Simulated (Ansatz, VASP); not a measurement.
## Two plane-wave programs on K

```
K
1.0
     4.32670    0.27042    0.27042
     0.27042    4.32670    0.27042
     0.27042    0.27042    4.32670
K
1
Direct
  0.00000 0.00000 0.00000
```

Alike in both runs: task single point; functional PBEsol; k mesh 12 × 12 × 12; occupations gaussian, width 0.15 eV; no spin polarisation.

|  | VASP | Ansatz |
| --- | --- | --- |
| version | VASP 6.6.1 | Ansatz 0.2.0 |
| potentials or method | VASP PAW PBE potentials, release 64 (K_sv) | scalar-relativistic, plane waves, PAW |
| plane-wave cutoff (eV) | 520 | 420 |
| valence electrons in the cell | 9 | 9 |

|  | VASP | Ansatz | Ansatz less VASP |
| --- | --- | --- | --- |
| gap on the k mesh at the Fermi level (eV) | none | none | - |
| pressure (GPa) | -0.2 | -0.2 | +0.01 |
| largest component of the traceless stress (GPa) | 0.14 | 0.14 | 0.000 |

A gap of «none» marks a metal or a gap that the smearing closes.

Caveats: the PAW data sets were made with another functional, which shifts forces and pressure a little (VASP).
